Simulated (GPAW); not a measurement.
The system is Ni.

```xyz
1
Lattice="-1.3837 1.3837 1.3837 1.3837 -1.3837 1.3837 1.3837 1.3837 -1.3837" Properties=species:S:1:pos:R:3 pbc="T T T"
Ni    0.0000    0.0000    0.0000
```

This isn't the form of Ni at room conditions, which is fcc.

```yaml
Program: GPAW 26.7.0
Task: relaxation of cell and atoms
Functional: PBE
Dispersion: D4
Potentials_or_basis: GPAW PAW data sets (gpaw-data 1.2.1)
Cutoff: 600 eV
Basis: pw
k_mesh: 13 × 13 × 13
Occupations: fermi-dirac, width 0.02 eV
Spin: no spin polarisation
Hubbard_terms: Ni d U = 7 eV
```

At the start: pressure -8.0 GPa; volume 10.60 Å³/atom.

Problem. How do energy, volume and symmetry change on relaxing?

Solution. Over 4 steps the energy falls by 10.9 meV/atom and the volume is 10.17 Å³/atom (-4.0 %); space group Im-3m (No. 229, to 0.05 Å).

Step by step:
```tsv
step	energy change (eV)	largest force (eV/Å)	pressure (GPa)	volume (Å³)
1	0.0000	0.0000	-7.98	10.60
2	-0.0087	0.0000	-3.79	10.36
3	-0.0109	0.0000	0.27	10.16
4	-0.0109	0.0000	-0.01	10.17
```

Final structure:
```yaml
crystal:
  lattice:
    - [-1.36495, 1.36495, 1.36495]
    - [1.36495, -1.36495, 1.36495]
    - [1.36495, 1.36495, -1.36495]
  atoms:
    - { symbol: Ni, position: [0.00000, 0.00000, 0.00000] }
```

Caveat: the stock nickel data set gives pressures a few GPa off other programs; later steps reuse the first step's grids; the run has no spin polarisation, though such a crystal can be magnetic; U without spin polarisation on a metal has little footing; pairwise dispersion overbinds metals, which lowers pressure and volume; the U is typed as a test and isn't derived for this compound.
